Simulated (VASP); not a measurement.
# Pr (Fm-3m) in VASP: a series of runs, part 2 of 3

VASP 6.6.1. The steps go on from the part before.

**3. Single point, PBE, collinear spin, ferromagnetic start**

The input, INCAR:

```
SYSTEM = Pr
  ALGO = Normal
  EDIFF = 1E-6
  ENCUT = 520
  GGA = PE
  ISIF = 2
  ISMEAR = 0
  ISPIN = 2
  LASPH = .TRUE.
  LCHARG = .TRUE.
  LELF = .TRUE.
  LMAXMIX = 6
  LORBIT = 11
  LREAL = .FALSE.
  LVHAR = .TRUE.
  LWAVE = .FALSE.
  MAGMOM = 2
  NELM = 100
  PREC = Accurate
  SIGMA = 0.02
```

The input, KPOINTS:

```
k-points
0
G
  9 9 9
  0 0 0
```

The input, POSCAR:

```
Pr
3.6494
    0.000000000000      0.707102537403      0.707102537403
    0.707102537403      0.000000000000      0.707102537403
    0.707102537403      0.707102537403      0.000000000000
Pr
1
Direct
    0.0000000000      0.0000000000      0.0000000000
```

Potentials or basis: VASP PAW PBE potentials, release 64 (Pr).

The run is started by

```
$ cat potpaw_PBE.64/Pr/POTCAR > POTCAR
$ mpirun -np 1 vasp_std > vasp.out
```

OUTCAR:

```text
SYSTEM = Pr
   EDIFF = 1E-6
   ENCUT = 520
   GGA = PE
   ISIF = 2
   ISMEAR = 0
   ISPIN = 2
   LASPH = .TRUE.
   LORBIT = 11
   LREAL = .FALSE.
   NELM = 100
   PREC = Accurate

 ion  position               nearest neighbor table
   1  0.000  0.000  0.000-

  LATTYP: Found a face centered cubic cell.
 ALAT       =     5.1610000000

  Lattice vectors:

 A1 = (   0.0000000000,   2.5805000000,   2.5805000000)
 A2 = (   2.5805000000,   0.0000000000,   2.5805000000)
 A3 = (   2.5805000000,   2.5805000000,   0.0000000000)

Analysis of symmetry for initial positions (statically):
=====================================================================
 Subroutine PRICEL returns:
 Original cell was already a primitive cell.

 Routine SETGRP: Setting up the symmetry group for a
 face centered cubic supercell.

 Subroutine GETGRP returns: Found 48 space group operations
 (whereof 48 operations were pure point group operations)
 out of a pool of 48 trial point group operations.

The static configuration has the point symmetry O_h .

Analysis of symmetry for dynamics (positions and initial velocities):
=====================================================================
 Subroutine PRICEL returns:
 Original cell was already a primitive cell.

 Routine SETGRP: Setting up the symmetry group for a
 face centered cubic supercell.

 Subroutine GETGRP returns: Found 48 space group operations
 (whereof 48 operations were pure point group operations)
 out of a pool of 48 trial point group operations.

The dynamic configuration has the point symmetry O_h .

Analysis of structural, dynamic, and magnetic symmetry:
=====================================================================
 Subroutine PRICEL returns:
 Original cell was already a primitive cell.

 Routine SETGRP: Setting up the symmetry group for a
 face centered cubic supercell.

 Subroutine GETGRP returns: Found 48 space group operations
 (whereof 48 operations were pure point group operations)
 out of a pool of 48 trial point group operations.

The overall configuration has the point symmetry O_h .

 Subroutine INISYM returns: Found 48 space group operations
 (whereof 48 operations are pure point group operations),
 and found     1 'primitive' translations

----------------------------------------------------------------------------------------

                                     Primitive cell

  volume of cell :      34.3670

  direct lattice vectors                    reciprocal lattice vectors
     0.000000000  2.580500000  2.580500000    -0.193760899  0.193760899  0.193760899
     2.580500000  0.000000000  2.580500000     0.193760899 -0.193760899  0.193760899
     2.580500000  2.580500000  0.000000000     0.193760899  0.193760899 -0.193760899

  length of vectors
     3.649378098  3.649378098  3.649378098     0.335603722  0.335603722  0.335603722

  position of ions in fractional coordinates (direct lattice)
     0.000000000  0.000000000  0.000000000

  ion indices of the primitive-cell ions
   primitive index   ion index
                 1           1

----------------------------------------------------------------------------------------

 KPOINTS: k-points

Automatic generation of k-mesh.
 Grid dimensions read from file:
 generate k-points for:    9    9    9

[... 90 lines left out ...]
   IALGO  =     38    algorithm
   IMIX   =      4    mixing-type and parameters
     AMIX     =   0.40;   BMIX     =  1.00
     AMIX_MAG =   1.60;   BMIX_MAG =  1.00
  volume/ion in A,a.u.               =      34.37       231.92
  Fermi-wavevector in a.u.,A,eV,Ry     =   1.183974  2.237386 19.072564  1.401794
  Thomas-Fermi vector in A             =   2.320197
   LORBIT       =     11    0 simple, 1 ext, 2 COOP (PROOUT), +10 PAW based schemes
   GGA     = PE    functional components
   LHFCALC =     F    Hartree Fock is set to
   AEXX    =    0.0000 exact exchange contribution
   IVDW    =     0    specifies the selected vdW correction
   LEPSILON=     F    determine dielectric tensor
   LRPA    =     F    only Hartree local field effects (RPA)
 spin polarized calculation
 Gauss-broadening in eV      SIGMA  =   0.02
  energy-cutoff  :      520.00
  volume of cell :       34.37
 maximum number of plane-waves:       944
   NGX = 13   NGY = 13   NGZ = 13

 number of electron      13.0000003 magnetization       2.6778674

 Free energy of the ion-electron system (eV)
  ---------------------------------------------------
  ext. energy  EPLUGINS =         0.00000000
  ---------------------------------------------------
  free energy    TOTEN  =        -5.44197814 eV

  energy without entropy =       -5.44022600  energy(sigma->0) =       -5.44110207

 E-fermi :   6.1388     XC(G=0):  -9.9541

 val. band max:        6.1321594746   @ k =  -0.2222   0.3333   0.1111
 cond. band min:       6.1396569007   @ k =  -0.2222   0.2222   0.0000
 fundamental gap:      0.0074974261
 Fermi energy:         6.1388078484

 spin component 1

 k-point     1 :       0.0000    0.0000    0.0000
  band No.  band energies     occupation
      1     -29.9693      1.00000
      2     -11.3157      1.00000
      3     -11.3157      1.00000
      4     -11.3156      1.00000
      5       2.2825      1.00000
      6       5.4213      1.00000
      7       5.9708      1.00000
      8       5.9708      1.00000
      9       5.9708      1.00000
     10       6.9220      0.00000
     11       6.9220      0.00000
[... 463 lines left out ...]
 k-point    35 :      -0.3333    0.4444    0.2222
  band No.  band energies     occupation
      1     -29.7502      1.00000
      2     -12.2460      1.00000
      3     -12.0828      1.00000
      4     -11.7644      1.00000
      5       5.0860      1.00000
      6       5.7269      1.00000
      7       5.9489      1.00000
      8       6.0025      1.00000
      9       6.2815      0.00000
     10       6.4248      0.00000
     11       6.4591      0.00000
 Fermi energy:         6.1388078484

 spin component 2

 k-point     1 :       0.0000    0.0000    0.0000
  band No.  band energies     occupation
      1     -28.8927      1.00000
      2     -10.4572      1.00000
      3     -10.4572      1.00000
      4     -10.4572      1.00000
      5       2.9057      1.00000
      6       7.6594      0.00000
      7       7.7559      0.00000
      8       7.7559      0.00000
      9       7.8436      0.00000
     10       7.8972      0.00000
     11       7.8973      0.00000
[... 463 lines left out ...]
 k-point    35 :      -0.3333    0.4444    0.2222
  band No.  band energies     occupation
      1     -28.6593      1.00000
      2     -11.4307      1.00000
      3     -11.2606      1.00000
      4     -10.9300      1.00000
      5       5.6496      1.00000
      6       6.6655      0.00000
      7       7.0031      0.00000
      8       7.3478      0.00000
      9       7.5754      0.00000
     10       7.6315      0.00000
     11       8.1647      0.00000

------------------------ aborting loop because EDIFF is reached ----------------------------------------

 total charge

# of ion       s       p       d       f       tot
--------------------------------------------------
    1        2.000   5.277   0.585   2.159  10.022

 magnetization (x)

# of ion       s       p       d       f       tot
--------------------------------------------------
    1       -0.009  -0.019   0.105   2.108   2.185

  FORCE on cell =-STRESS in cart. coord.  units (eV):
  Direction    XX          YY          ZZ          XY          YZ          ZX
  --------------------------------------------------------------------------------------
  -------------------------------------------------------------------------------------
  Total       -0.1461503     -0.1461503     -0.1461503      0.0000000      0.0000000      0.0000000
  in kB       -6.8134749     -6.8134749     -6.8134749      0.0000000      0.0000000      0.0000000
  external PRESSURE =      -6.8134749 kB  Pullay stress =       0.0000000 kB

 VOLUME and BASIS-vectors are now :
 -----------------------------------------------------------------------------
  energy-cutoff  :      520.00
  volume of cell :       34.37
      direct lattice vectors                 reciprocal lattice vectors
     0.000000000  2.580500000  2.580500000    -0.193760899  0.193760899  0.193760899
     2.580500000  0.000000000  2.580500000     0.193760899 -0.193760899  0.193760899
     2.580500000  2.580500000  0.000000000     0.193760899  0.193760899 -0.193760899

 POSITION                                       TOTAL-FORCE (eV/Angst)
 -----------------------------------------------------------------------------------
      0.00000      0.00000      0.00000         0.000000     -0.000000     -0.000000
 -----------------------------------------------------------------------------------
    total drift:                                0.000000     -0.000000     -0.000000

  FREE ENERGIE OF THE ION-ELECTRON SYSTEM (eV)
  ---------------------------------------------------
  free  energy   TOTEN  =        -5.4419781427 eV

  energy  without entropy=       -5.4402259963  energy(sigma->0) =       -5.44110207

 total charge

# of ion       s       p       d       f       tot
--------------------------------------------------
    1        2.000   5.277   0.585   2.159  10.022

 magnetization (x)

# of ion       s       p       d       f       tot
--------------------------------------------------
    1       -0.009  -0.019   0.105   2.108   2.185
```

OSZICAR:

```text
N       E                     dE             d eps       ncg     rms          rms(c)
DAV:   1     0.115407259840E+03    0.11541E+03   -0.49210E+03  1540   0.229E+03
DAV:   2     0.333430821322E+01   -0.11207E+03   -0.11067E+03  2184   0.304E+02
DAV:   3    -0.732954917432E+01   -0.10664E+02   -0.10422E+02  2319   0.142E+02
[... 15 lines left out ...]
DAV:  19    -0.544194759957E+01   -0.55398E-04   -0.26067E-04  2951   0.600E-02    0.115E-02
DAV:  20    -0.544196865884E+01   -0.21059E-04   -0.15117E-04  2573   0.329E-02    0.121E-02
DAV:  21    -0.544197331507E+01   -0.46562E-05   -0.68252E-05  1750   0.206E-02    0.852E-03
DAV:  22    -0.544197592445E+01   -0.26094E-05   -0.12907E-05  1715   0.186E-02    0.408E-03
DAV:  23    -0.544197780975E+01   -0.18853E-05   -0.74038E-06  1769   0.942E-03    0.143E-03
DAV:  24    -0.544197814271E+01   -0.33297E-06   -0.21960E-06  1422   0.909E-03
   1 F= -.54419781E+01 E0= -.54411021E+01  d E =-.175215E-02  mag=     2.6779
```

stdout:

```text
POSCAR found type information on POSCAR Pr
 POSCAR found :  1 types and       1 ions
 scaLAPACK will be used
 LDA part: xc-table for (Slater+PW92), standard interpolation
 POSCAR, INCAR and KPOINTS ok, starting setup
 FFT: planning ... GRIDC
 FFT: planning ... GRID_SOFT
 FFT: planning ... GRID
 WAVECAR not read
 entering main loop
```

Wall time 80 s (1 thread of Intel Xeon Platinum 8488C (Sapphire Rapids), shared host); peak memory 0.18 GiB.

What came out:

| Quantity | Value |
| --- | --- |
| Free energy | -5.4420 eV |
| Pressure | -0.7 GPa |
| Band gap on the k mesh | none (metal or under the smearing width) |
| Net moment | 2.68 μB per cell |
| Site moments | Pr +2.19 μB |
| Valence electrons inside the program's atomic spheres | Pr 10.02 |

Caveat: the magnetic or orbital state may not be the lowest; spin-orbit coupling is left out, which moves the levels of the heavy elements. The state reached can hang on the start; a lower one may exist.

(Part 2 of 3 ends here.)
